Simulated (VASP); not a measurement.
# BP (F-43m) in VASP: a series of runs, part 2 of 3

VASP 6.6.1. The steps go on from the part before.

## Step 4: G0W0 quasiparticle levels, PBE

The input, POSCAR:

```
BP
1.0
    0.0000000000      2.2690000000      2.2690000000
    2.2690000000      0.0000000000      2.2690000000
    2.2690000000      2.2690000000      0.0000000000
P B
1 1
Direct
    0.7500000000      0.7500000000      0.7500000000
    0.0000000000      0.0000000000      0.0000000000
```

The input, INCAR.step1:

```
PREC = Accurate
ENCUT = 450
EDIFF = 1E-8
ISMEAR = 0
SIGMA = 0.01
LREAL = False
LASPH = True
NELM = 80
ALGO = Normal
LWAVE = True
LCHARG = False
GGA = PE
```

The input, INCAR.step2:

```
PREC = Accurate
ENCUT = 450
EDIFF = 1E-8
ISMEAR = 0
SIGMA = 0.01
LREAL = False
LASPH = True
NELM = 1
ALGO = Exact
LWAVE = True
LCHARG = False
GGA = PE
NBANDS = 97
LOPTICS = True
ISTART = 1
```

The input, INCAR.step3:

```
PREC = Accurate
ENCUT = 450
EDIFF = 1E-8
ISMEAR = 0
SIGMA = 0.01
LREAL = False
LASPH = True
ALGO = EVGW0
LWAVE = False
LCHARG = False
GGA = PE
NELMGW = 1
NBANDS = 97
ENCUTGW = 260
NOMEGA = 48
PRECFOCK = Fast
ISTART = 1
NBANDSGW = 12
```

The input, KPOINTS:

```
regular mesh
0
Gamma
  3 3 3
```

Potentials or basis: VASP PAW PBE potentials, release 64 (P_GW, B_GW).

Command:

```sh
cat potpaw_PBE.64/P_GW/POTCAR potpaw_PBE.64/B_GW/POTCAR > POTCAR
cp INCAR.step1 INCAR
mpirun -np 1 vasp_std > vasp.out
cp INCAR.step2 INCAR
mpirun -np 1 vasp_std > vasp.out
cp INCAR.step3 INCAR
mpirun -np 1 vasp_std > vasp.out
```

OUTCAR:

```text
PREC = Accurate
   ENCUT = 450
   EDIFF = 1E-8
   ISMEAR = 0
   LREAL = False
   LASPH = True
   GGA = PE
   NELMGW = 1
   ENCUTGW = 260
   PRECFOCK = Fast
   ISTART = 1

 Found      4 irreducible k-points:

 Following reciprocal coordinates:
            Coordinates               Weight
  0.000000  0.000000  0.000000      1.000000
  0.333333  0.000000  0.000000      8.000000
  0.333333  0.333333  0.000000      6.000000
 -0.333333  0.333333  0.000000     12.000000
   k-points           NKPTS =      4   k-points in BZ     NKDIM =     27   number of bands    NBANDS=     97
   number of dos      NEDOS =    301   number of ions     NIONS =      2
   total plane-waves  NPLWV =  13824
   dimension x,y,z NGX =    24 NGY =   24 NGZ =   24
   dimension x,y,z NGXF=    48 NGYF=   48 NGZF=   48
   ions per type =               1   1
   NGX,Y,Z   is equivalent  to a cutoff of  12.43, 12.43, 12.43 a.u.
   NGXF,Y,Z  is equivalent  to a cutoff of  24.87, 24.87, 24.87 a.u.
 SYSTEM =  unknown system
   PREC   = accura    normal or accurate (medium, high low for compatibility)
   ISTART =      1    job   : 0-new  1-cont  2-samecut
   ICHARG =      0    charge: 1-file 2-atom 10-const
   ISPIN  =      1    spin polarized calculation?
   LNONCOLLINEAR =      F non collinear calculations
   LSORBIT =      F    spin-orbit coupling
   LASPH  =      T    aspherical Exc in radial PAW
   ENCUT  =  450.0 eV  33.07 Ry    5.75 a.u.   5.55  5.55  5.55*2*pi/ulx,y,z
   NELM   =     60;   NELMIN=  2; NELMDL=  0     # of ELM steps
   EDIFF  = 0.1E-07   stopping-criterion for ELM
   LREAL  =      F    real-space projection
   EDIFFG = 0.1E-06   stopping-criterion for IOM
   NSW    =      0    number of steps for IOM
   IBRION =     -1    ionic relax: 0-MD 1-quasi-New 2-CG
   NFREE  =      0    steps in history (QN), initial steepest desc. (CG)
   ISIF   =      0    stress and relaxation
   ISYM   =      3    0-nonsym 1-usesym 2-fastsym
   POTIM  = 0.5000    time-step for ionic-motion
   TEBEG  =    0.0;   TEEND  =   0.0 temperature during run
   PSTRESS=    0.0 pullay stress
   NELECT =       8.0000    total number of electrons
   NUPDOWN=      -1.0000    fix difference up-down
   EMIN   =  10.00;   EMAX   =-10.00  energy-range for DOS
   EFERMI =   0.00;   METHOD = LEGACY
   ISMEAR =     0;   SIGMA  =   0.01  broadening in eV -4-tet -1-fermi 0-gaus
   EFERMI_NEDOS =   21; number of points for ismear=-14 and -15
   IALGO  =     38    algorithm
   IMIX   =      4    mixing-type and parameters
     AMIX     =   0.40;   BMIX     =  1.00
     AMIX_MAG =   1.60;   BMIX_MAG =  1.00
  volume/ion in A,a.u.               =      11.68        78.83
  Fermi-wavevector in a.u.,A,eV,Ry     =   1.145320  2.164342 17.847562  1.311759
  Thomas-Fermi vector in A             =   2.282009
   LORBIT       =      0    0 simple, 1 ext, 2 COOP (PROOUT), +10 PAW based schemes
   GGA     = PE    functional components
   LHFCALC =     T    Hartree Fock is set to
   PRECFOCK=fast      Normal, Fast or Accurate (Low or Medium for compatibility)
   ENCUT4O =  -1.0   cutoff for four orbital integrals eV
   NKREDX  =     1    reduce k-point grid by
   NKREDY  =     1    reduce k-point grid by
   NKREDZ  =     1    reduce k-point grid by
   AEXX    =    1.0000 exact exchange contribution
   HFSCREEN=    0.0000 screening length (either q_TF or 0.3 A-1)
   HFSCREENC=   0.0000 screening length for correlation (either q_TF or 0.3 A-1)
   ENCUTFOCK=  -1.0 apply spherical cutoff to Coloumb kernel
   IVDW    =     0    specifies the selected vdW correction
   LEPSILON=     F    determine dielectric tensor
   LRPA    =     F    only Hartree local field effects (RPA)
   LRPAFORCE           =     F    calculate RPA forces
   ENCUTGW             = 260.0    cutoff for response function in eV
   ENCUTGWSOFT         = 208.0    soft cutoff for Coulomb kernel in GW response function in eV
   ENCUTLF             =  -1.0    cutoff for local field effects
   NELMGW              =     1    number of iterations in solving QP/BSE equation
   NELMHF              =     1    number of iterations in the inner HF iteration
   NKREDLFX            =     1    NKREDLFY  =   1   NKREDLFZ  =   1
 non-spin polarized calculation
 Gauss-broadening in eV      SIGMA  =   0.01
  energy-cutoff  :      450.00
  volume of cell :       23.36
 maximum number of plane-waves:       531
 NGX is ok and might be reduce to    24
  NGX = 14; NGY = 14; NGZ = 14
   NGX = 11   NGY = 11   NGZ = 11
 maximum number of plane-waves:       229

 QP shifts <psi_nk| G(iteration)W_0 |psi_nk>: iteration 1
 for sc-GW calculations column KS-energies equals QP-energies in previous step
 and V_xc(KS)=  KS-energies - (<T + V_ion + V_H > + <T+V_H+V_ion>^1  + <V_x>^1)

 k-point   1 :       0.0000    0.0000    0.0000
  band No.  KS-energies  QP-energies   sigma(KS)   V_xc(KS)     V^pw_x(r,r')   Z            occupation Imag(sigma)

      1      -8.2562      -9.1386     -13.2577     -12.0443     -20.4104       0.7272       2.0000       1.4681
      2       7.2423       6.6531     -14.0824     -13.3323     -15.6940       0.7855       2.0000       0.0831
      3       7.2423       6.6531     -14.0824     -13.3323     -15.6940       0.7855       2.0000       0.0831
      4       7.2423       6.6531     -14.0824     -13.3323     -15.6940       0.7855       2.0000       0.0831
      5      10.5996      10.9096     -11.6587     -12.0587      -6.6990       0.7750       0.0000      -0.1007
      6      10.5996      10.9096     -11.6587     -12.0587      -6.6990       0.7750       0.0000      -0.1007
      7      10.5996      10.9096     -11.6587     -12.0587      -6.6990       0.7750       0.0000      -0.1007
      8      14.6211      14.9301     -12.3358     -12.7388      -5.8616       0.7667       0.0000      -0.2504
      9      18.7364      18.5429      -9.5926      -9.3455      -3.2088       0.7831       0.0000      -0.3866
     10      19.2001      19.6304     -11.1885     -11.7529      -4.8887       0.7624       0.0000      -0.2599
     11      19.2001      19.6304     -11.1885     -11.7529      -4.8887       0.7624       0.0000      -0.2599
     12      22.8563      22.9114      -9.7973      -9.8669      -2.7229       0.7919       0.0000      -0.7739

 k-point   2 :       0.3333    0.0000    0.0000
  band No.  KS-energies  QP-energies   sigma(KS)   V_xc(KS)     V^pw_x(r,r')   Z            occupation Imag(sigma)

      1      -6.3381      -7.1994     -13.4388     -12.2494     -19.8743       0.7241       2.0000       1.0919
      2       0.4812      -0.3050     -13.2440     -12.1915     -16.7983       0.7471       2.0000       0.2714
      3       5.7643       5.1278     -13.8766     -13.0562     -15.8315       0.7759       2.0000       0.0946
      4       5.7643       5.1278     -13.8766     -13.0562     -15.8315       0.7759       2.0000       0.0946
      5      11.1127      11.3132     -11.8260     -12.0845      -6.5521       0.7759       0.0000      -0.1140
      6      12.0497      12.3768     -11.4103     -11.8323      -6.1150       0.7753       0.0000      -0.1213
      7      12.0497      12.3768     -11.4103     -11.8323      -6.1150       0.7753       0.0000      -0.1213
      8      17.3386      17.5118     -10.7408     -10.9706      -3.9912       0.7538       0.0000      -0.3517
      9      19.0046      19.3247     -11.0219     -11.4359      -4.5850       0.7733       0.0000      -0.3648
     10      19.0046      19.3247     -11.0219     -11.4359      -4.5850       0.7733       0.0000      -0.3648
     11      20.6568      20.6915     -10.4564     -10.5014      -3.6857       0.7707       0.0000      -0.4725
     12      24.9945      25.1957     -11.0289     -11.2976      -3.3551       0.7488       0.0000      -0.7907

 k-point   3 :       0.3333    0.3333    0.0000
  band No.  KS-energies  QP-energies   sigma(KS)   V_xc(KS)     V^pw_x(r,r')   Z            occupation Imag(sigma)

      1      -5.6621      -6.5637     -13.4896     -12.2893     -19.6316       0.7511       2.0000       0.9938
      2       1.6264       0.8288     -13.9524     -12.9007     -17.2483       0.7584       2.0000       0.2370
      3       3.7285       3.0213     -13.4953     -12.5712     -16.0353       0.7652       2.0000       0.1260
      4       3.7285       3.0213     -13.4953     -12.5712     -16.0353       0.7652       2.0000       0.1260
      5       8.5793       8.6828     -10.9254     -11.0563      -6.2808       0.7910       0.0000      -0.0872
      6      10.4955      10.5921     -10.3357     -10.4579      -5.2513       0.7908       0.0000      -0.1034
      7      16.8164      17.3107     -12.1028     -12.7487      -5.5689       0.7654       0.0000      -0.3121
      8      16.8164      17.3107     -12.1028     -12.7487      -5.5689       0.7654       0.0000      -0.3121
      9      20.8930      21.2820     -12.1305     -12.6458      -4.7080       0.7551       0.0000      -0.5653
     10      21.8821      22.3377     -11.3186     -11.9044      -4.3625       0.7779       0.0000      -0.5320
     11      24.4353      24.6272     -10.9769     -11.2334      -3.5072       0.7484       0.0000      -0.7261
     12      26.9735      27.3396     -11.5552     -12.0371      -3.5594       0.7598       0.0000      -1.1370

 k-point   4 :      -0.3333    0.3333    0.0000
  band No.  KS-energies  QP-energies   sigma(KS)   V_xc(KS)     V^pw_x(r,r')   Z            occupation Imag(sigma)

      1      -3.8247      -4.6388     -13.8199     -12.7142     -19.3027       0.7363       2.0000       0.7307
      2      -0.6121      -1.4901     -13.6898     -12.5124     -17.8964       0.7457       2.0000       0.4004
      3       0.8718       0.0898     -12.6560     -11.6314     -15.7545       0.7632       2.0000       0.2086
      4       4.1665       3.4676     -13.6042     -12.6946     -16.0028       0.7684       2.0000       0.1186
      5       9.8351       9.9632     -10.7469     -10.9091      -5.8143       0.7897       0.0000      -0.0990
      6      15.4335      15.6934     -11.2575     -11.5956      -5.2861       0.7688       0.0000      -0.2183
      7      15.7422      16.2123     -11.7273     -12.3392      -5.3371       0.7682       0.0000      -0.2814
      8      16.9753      17.3532     -11.9878     -12.4877      -5.3046       0.7560       0.0000      -0.3260
      9      17.6280      17.9913     -11.6612     -12.1376      -5.1107       0.7625       0.0000      -0.3220
     10      18.8698      19.1649     -10.9876     -11.3649      -4.7725       0.7821       0.0000      -0.3418
     11      25.9044      26.2371     -11.6299     -12.0791      -3.4867       0.7408       0.0000      -0.9176
     12      27.2862      27.3096     -10.1199     -10.1504      -2.6179       0.7676       0.0000      -0.9628
```

It took 15 s on 1 thread of Intel Xeon 6975P-C (Granite Rapids), shared host; peak memory 0.22 GiB.

The run converged, but some of its settings lie outside the range that counts as converged, so its numbers aren't taken as properties of the crystal.

Results:

- Band gap on the k mesh, mean-field level: 1.34 eV, indirect (least direct gap 3.36 eV)
- Quasiparticle gap: 2.03 eV
- Least direct quasiparticle gap: 4.26 eV

Caveat: the k mesh is coarse (spacing up to 0.80 Å⁻¹), so the values aren't converged; bands, screening cutoff and mesh are small and nothing is extrapolated, so the quasiparticle values aren't converged; an odd mesh through Γ misses points on the zone boundary, where band edges often lie.

(Part 2 of 3 ends here.)
